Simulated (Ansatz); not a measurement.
# Ge (ST12): relaxing cell and atoms and phonons, part 3 of 3

The task, for Ge (ST12): 3 runs in a chain (relaxing cell and atoms and phonons).

Ansatz 0.2.0; DFT r2SCAN, scalar-relativistic, plane waves, PAW. Earlier steps stand in the parts before.

## Step 4: Phonons

It takes the final geometry of step 2.

Contents of input.yaml:

```yaml
crystal:
  lattice:
    - [5.9492818972, 0.0, 0.0]
    - [0.0, 5.9492818972, 0.0]
    - [0.0, 0.0, 7.0863789836]
  atoms:
    - { symbol: Ge, position: [0.0845638778, 0.0845638778, 0.0] }
    - { symbol: Ge, position: [0.4154361222, 0.5845638778, 0.75] }
    - { symbol: Ge, position: [0.9154361222, 0.9154361222, 0.5] }
    - { symbol: Ge, position: [0.5845638778, 0.4154361222, 0.25] }
    - { symbol: Ge, position: [0.1693576713, 0.3728220215, 0.2444501193] }
    - { symbol: Ge, position: [0.1271779785, 0.6693576713, -0.0055498807] }
    - { symbol: Ge, position: [0.8306423287, 0.6271779785, 0.7444501193] }
    - { symbol: Ge, position: [0.8728220215, 0.3306423287, 0.4944501193] }
    - { symbol: Ge, position: [0.6693576713, 0.1271779785, 1.0055498807] }
    - { symbol: Ge, position: [0.6271779785, 0.8306423287, 0.2555498807] }
    - { symbol: Ge, position: [0.3306423287, 0.8728220215, 0.5055498807] }
    - { symbol: Ge, position: [0.3728220215, 0.1693576713, 0.7555498807] }
scf:
  occupations: { method: gaussian, width: 0.01 }
output: {}
hamiltonian:
  xc: r2scan
basis:
  ecutwfc: 450
kpoints:
  mp_grid: { grid: [6, 6, 6] }
phonons:
  method: dfpt
  dielectric: false
  eigenvectors: false
```

Run with:

```sh
$ ansatz run input.yaml --threads 4 --pin off --max-ram 10240MiB --backend cpu --events-out ev --progress --plain --runs-dir out
```

What it wrote (excerpt; [...] marks lines left out):

```text
Warning: basis.ecutwfc = 450 eV is below the records' recommended 500 eV, and the density's cutoff is lower with it unless basis.ecutrho_ratio is high enough to keep the records' density cutoff: compare with a run at a higher cutoff
Warning: RAYON_NUM_THREADS=4 ignored (pool sized by the plan → 4); use --threads N
[...]
Pseudopotentials: kind: paw
Pseudopotential: Ge, paw, valence charge 14, recommended cutoff 500 eV (meta_gga), Ge.paw.azcp
Functional definition: r2SCAN
[...]
Crystal: 12 atoms, lattice volume = 250.815 Å³
[...]
  ASR residual: 1.060e-4 → 0.000e0 eV/Å²; symmetrization residual: 8.606e-6 eV/Å²
  ASR residual per site (eV/Å²): 1.06e-4 1.06e-4 1.06e-4 1.06e-4 7.58e-5 7.58e-5 7.58e-5 7.58e-5 7.58e-5 7.58e-5 7.58e-5 7.58e-5
  Γ frequencies (cm⁻¹): 0.00 0.00 0.00 59.66 83.19 83.19 89.87 90.26 90.26 91.23 95.51 95.80 106.02 137.44 155.87 155.87 184.19 184.19 190.12 192.58 211.37 216.48 222.60 222.94 222.94 226.99 244.17 244.17 267.71 267.71 271.05 271.75 273.87 273.87 274.32 285.07
  non-analytic LO–TO correction: not included (Born effective charges unavailable; polar crystals: no LO–TO splitting at Γ)
```

Run time: 41 min. Hardware: 4 threads of Intel Xeon Platinum 8375C at 2.90GHz (Ice Lake), shared host; peak memory 9.3 GiB.

The optical modes at Γ, the three translations left out (i: imaginary):

| cm⁻¹ | modes |
| --- | --- |
| 60 | 1 |
| 83 | 2 |
| 90 | 1 |
| 90 | 2 |
| 91 | 1 |
| 96 | 1 |
| 96 | 1 |
| 106 | 1 |
| 137 | 1 |
| 156 | 2 |
| 184 | 2 |
| 190 | 1 |
| 193 | 1 |
| 211 | 1 |
| 216 | 1 |
| 223 | 1 |
| 223 | 2 |
| 227 | 1 |
| 244 | 2 |
| 268 | 2 |
| 271 | 1 |
| 272 | 1 |
| 274 | 2 |
| 274 | 1 |
| 285 | 1 |

## Step 5: Results

This closing draws on all 3 parts.

```
step  volume (Å³/atom)  pressure (GPa)  energy above the lowest (meV/atom)  gap on the mesh (eV)     time
   2             20.90             0.0                                 0.0                  0.74  6.4 min
   3             19.27             6.0                                28.3                  1.01  5.1 min
```

| quantity | value |
| --- | --- |
| relaxed cell, step 2 | a = 5.949 Å, b = 5.949 Å, c = 7.086 Å, α = 90.00°, β = 90.00°, γ = 90.00° |
| optical modes at Γ | 60 to 285 cm⁻¹ |

What this shows: No zone-centre mode is imaginary. That tests stability at Γ alone. Measured lines, each beside the nearest calculated frequency (matched by position alone): 88 measured, 90 calculated; 99 measured, 96 calculated; 149 measured, 156 calculated; 185 measured, 184 calculated cm⁻¹; the first is 88 cm⁻¹ (“Dramatic Changes in Thermoelectric Power of Germanium under Pressure: Printing n–p Junctions by Applied Stress”, 2017, pmc:5349603). Measured lattice constant a of Ge: 5.93284 Å (“Properties of the exotic metastable ST12 germanium allotrope”, 2017, pmc:5216117). This calculation gives 5.949 Å (+0.3 %). Measured lattice constant c of Ge: 6.9797 Å (“Properties of the exotic metastable ST12 germanium allotrope”, 2017, pmc:5216117). This calculation gives 7.086 Å (+1.5 %). That is the cell relaxed with r2SCAN, without thermal expansion or zero-point motion. In some runs cutoff or mesh lie under the advised values, so their numbers carry a basis error.

The gaps are Kohn-Sham values of a semilocal functional, not quasiparticle or optical gaps. Such gaps usually fall short of the measured ones.
